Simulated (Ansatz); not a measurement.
**Mg2Sn: pressure against volume**

One table from this session's results is given with a row withheld; the runs are named, their logs left out.

Method: DFT LDA, scalar-relativistic, in Ansatz 0.2.0.

## The starting structure

Symmetry: Fm-3m, No. 225, cubic system. Conventional cell: a = 6.759 Å, b = 6.759 Å, c = 6.759 Å, α = 90.00°, β = 90.00°, γ = 90.00°. Around Mg (site symmetry -43m) lie 4 Sn at 2.93 Å. Around Sn (site symmetry m-3m) lie 8 Mg at 2.93 Å.

Structure file:

```xyz
3
Lattice="0.0000 3.3795 3.3795 3.3795 0.0000 3.3795 3.3795 3.3795 0.0000" Properties=species:S:1:pos:R:3 pbc="T T T"
Mg    1.6898    1.6898    1.6898
Mg    5.0693    5.0693    5.0693
Sn    0.0000    0.0000    0.0000
```

Atoms are numbered in the order of the input: Mg1, Mg2, Sn3.

The first run:

The input, input.yaml:

```yaml
crystal:
  lattice:
    - [0.0, 3.3338254821, 3.3338254821]
    - [3.3338254821, 0.0, 3.3338254821]
    - [3.3338254821, 3.3338254821, 0.0]
  atoms:
    - { symbol: Mg, position: [0.25, 0.25, 0.25] }
    - { symbol: Mg, position: [0.75, 0.75, 0.75] }
    - { symbol: Sn, position: [0.0, 0.0, 0.0] }
kpoints:
  mp_grid: { grid: [11, 11, 11] }
  band_path:
    path:
      - [0.0, 0.0, 0.0]
      - [0.5, 0.0, 0.5]
      - [0.625, 0.25, 0.625]
      - [0.375, 0.375, 0.75]
      - [0.0, 0.0, 0.0]
      - [0.5, 0.5, 0.5]
      - [0.5, 0.25, 0.75]
      - [0.5, 0.0, 0.5]
    npoints: 5
scf:
  occupations: { method: fermi_dirac, width: 0.08 }
hamiltonian:
  xc: lda
  pseudopotentials: { kind: all_electron, lapw: { basis_error: 0.0005 } }
output:
  forces: true
  stress: true
  eigenvalues: true
```

Command:

```bash
$ ansatz run input.yaml --threads 1 --pin off --max-ram 4096MiB --backend cpu --events-out ev --progress --plain --runs-dir out
```

Among the steps run: Volume × 0.96, LAPW; Volume × 0.96, PAW; Volume × 0.96, crystal datasets; Volume × 0.99, LAPW; Volume × 0.99, PAW; Volume × 0.99, crystal datasets; Volume × 1.02, LAPW; Volume × 1.02, PAW; Volume × 1.02, crystal datasets; Volume × 1.06, LAPW; Volume × 1.06, PAW; Volume × 1.06, crystal datasets.

One of the session's tables, all rows but one given; the rest of the session is left out.

It belongs to the step «The equation of state». 

| method | volume (Å³/atom) | pressure (GPa) |
| --- | --- | --- |
| LAPW | 24.702 | -0.06 |
| LAPW | 25.474 | -1.39 |
| LAPW | 26.246 | -2.52 |
| LAPW | 27.275 | -3.76 |
| PAW | 24.702 | -0.08 |
| PAW | 25.474 | -1.41 |
| PAW | 26.246 | ? |
| PAW | 27.275 | -3.78 |
| crystal datasets | 24.702 | -0.06 |
| crystal datasets | 25.474 | -1.39 |
| crystal datasets | 26.246 | -2.52 |
| crystal datasets | 27.275 | -3.76 |

Q: Estimate the row for PAW, 26.246 from the others.

As computed: pressure (GPa): -2.54. In the column «pressure (GPa)» it lies between crystal datasets, 27.275 (-3.76) and LAPW, 26.246 (-2.52).

Caveats from the session: Warnings in the runs' records: gradients without spin orbit, crystal datasets made.
